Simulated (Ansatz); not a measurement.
Born–Oppenheimer molecular dynamics of a periodic cell of 17 atoms, Si (host Si, host structure diamond, interstitial Si). It goes on from the last frame of an earlier run, with new velocities.

All numbers below come from DFT PBE, scalar-relativistic, plane waves, PAW in Ansatz. Settings: PAW set soft_1, cutoff 420 eV, k mesh 2x2x2, fermi-dirac smearing 0.02 eV, no spin polarisation.

```yaml
ensemble: NVT, Nosé–Hoover chain
time_step: 2 fs
steps_asked: 290
set_temperature: 840 K
thermostat: time constant 50 fs, chain length 5
seed: 572603
```

First frame:

```xyz
17
Lattice="0.0000 5.4300 5.4300 5.4300 0.0000 5.4300 5.4300 5.4300 0.0000" Properties=species:S:1:pos:R:3
Si 0.347 -0.293 -0.163
Si 1.619 1.218 1.123
Si 2.913 2.785 0.000
Si 4.505 4.014 1.303
Si 2.802 -0.042 2.723
Si 4.483 1.373 3.898
Si 6.002 2.866 2.715
Si 6.842 4.352 4.359
Si 0.166 2.676 2.450
Si 1.595 3.695 4.005
Si 3.115 5.327 2.693
Si 4.243 7.011 3.893
Si 3.075 2.608 5.352
Si 4.178 4.184 6.635
Si 5.531 5.915 5.437
Si 7.239 6.816 6.872
Si 5.888 5.291 8.110
```

Problem. What does the run give?

Solution. The run went to its last step.

```
steps done                                               : 290
time covered                                             : 580 fs
mean temperature over the second half                    : 859 K
spread of the potential energy over the second half      : 18.1 meV per atom
mean potential energy of the second half above the start : 46.2 meV per atom
```

The conserved energy stayed within 0.5 meV per atom of its start (net change 0.32 meV per atom), so the integration is sound. A run of 0.58 ps of so small a system gives no equilibrium averages. Limits of this set-up: coarse k mesh, a small cell, in which the defect meets its images.

Problem. What happens to the structure?

Solution. Mean squared displacements from the first frame to the last, about the centre of mass: Si 0.19 Å². Another seed would give other details.

Problem. How do temperature and energy run in time?

Solution. 
```json
{"time (fs)": "0", "T (K)": "840", "potential energy less start (eV)": "0.000", "conserved less start (meV/atom)": "0.00"}
{"time (fs)": "18", "T (K)": "553", "potential energy less start (eV)": "0.622", "conserved less start (meV/atom)": "0.23"}
{"time (fs)": "36", "T (K)": "766", "potential energy less start (eV)": "0.319", "conserved less start (meV/atom)": "0.10"}
{"time (fs)": "54", "T (K)": "654", "potential energy less start (eV)": "0.769", "conserved less start (meV/atom)": "0.26"}
{"time (fs)": "72", "T (K)": "1106", "potential energy less start (eV)": "0.173", "conserved less start (meV/atom)": "0.02"}
{"time (fs)": "90", "T (K)": "815", "potential energy less start (eV)": "0.997", "conserved less start (meV/atom)": "0.41"}
{"time (fs)": "108", "T (K)": "1114", "potential energy less start (eV)": "0.443", "conserved less start (meV/atom)": "0.18"}
{"time (fs)": "126", "T (K)": "903", "potential energy less start (eV)": "0.820", "conserved less start (meV/atom)": "0.26"}
{"time (fs)": "144", "T (K)": "740", "potential energy less start (eV)": "1.103", "conserved less start (meV/atom)": "0.34"}
{"time (fs)": "162", "T (K)": "878", "potential energy less start (eV)": "0.804", "conserved less start (meV/atom)": "0.21"}
{"time (fs)": "180", "T (K)": "589", "potential energy less start (eV)": "1.395", "conserved less start (meV/atom)": "0.28"}
{"time (fs)": "198", "T (K)": "623", "potential energy less start (eV)": "1.394", "conserved less start (meV/atom)": "0.35"}
{"time (fs)": "216", "T (K)": "1082", "potential energy less start (eV)": "0.672", "conserved less start (meV/atom)": "0.19"}
{"time (fs)": "234", "T (K)": "840", "potential energy less start (eV)": "1.312", "conserved less start (meV/atom)": "0.34"}
{"time (fs)": "252", "T (K)": "1090", "potential energy less start (eV)": "0.915", "conserved less start (meV/atom)": "0.34"}
{"time (fs)": "270", "T (K)": "1158", "potential energy less start (eV)": "0.757", "conserved less start (meV/atom)": "0.28"}
{"time (fs)": "288", "T (K)": "980", "potential energy less start (eV)": "0.859", "conserved less start (meV/atom)": "0.21"}
{"time (fs)": "306", "T (K)": "786", "potential energy less start (eV)": "0.837", "conserved less start (meV/atom)": "0.29"}
{"time (fs)": "324", "T (K)": "836", "potential energy less start (eV)": "0.348", "conserved less start (meV/atom)": "0.12"}
{"time (fs)": "342", "T (K)": "517", "potential energy less start (eV)": "0.831", "conserved less start (meV/atom)": "0.24"}
{"time (fs)": "360", "T (K)": "712", "potential energy less start (eV)": "0.426", "conserved less start (meV/atom)": "0.11"}
{"time (fs)": "378", "T (K)": "723", "potential energy less start (eV)": "0.462", "conserved less start (meV/atom)": "0.20"}
{"time (fs)": "396", "T (K)": "701", "potential energy less start (eV)": "0.596", "conserved less start (meV/atom)": "0.24"}
{"time (fs)": "414", "T (K)": "916", "potential energy less start (eV)": "0.293", "conserved less start (meV/atom)": "0.15"}
{"time (fs)": "432", "T (K)": "793", "potential energy less start (eV)": "0.666", "conserved less start (meV/atom)": "0.26"}
{"time (fs)": "450", "T (K)": "882", "potential energy less start (eV)": "0.596", "conserved less start (meV/atom)": "0.19"}
{"time (fs)": "468", "T (K)": "771", "potential energy less start (eV)": "0.941", "conserved less start (meV/atom)": "0.29"}
{"time (fs)": "486", "T (K)": "767", "potential energy less start (eV)": "1.092", "conserved less start (meV/atom)": "0.25"}
{"time (fs)": "504", "T (K)": "891", "potential energy less start (eV)": "1.065", "conserved less start (meV/atom)": "0.27"}
{"time (fs)": "522", "T (K)": "1024", "potential energy less start (eV)": "1.116", "conserved less start (meV/atom)": "0.33"}
{"time (fs)": "540", "T (K)": "1086", "potential energy less start (eV)": "1.239", "conserved less start (meV/atom)": "0.38"}
{"time (fs)": "558", "T (K)": "1347", "potential energy less start (eV)": "0.796", "conserved less start (meV/atom)": "0.19"}
{"time (fs)": "576", "T (K)": "958", "potential energy less start (eV)": "1.397", "conserved less start (meV/atom)": "0.46"}
```

Time of the run: 23 min on 1 thread of Arm Neoverse V1, on a shared host, peak memory 0.56 GiB.
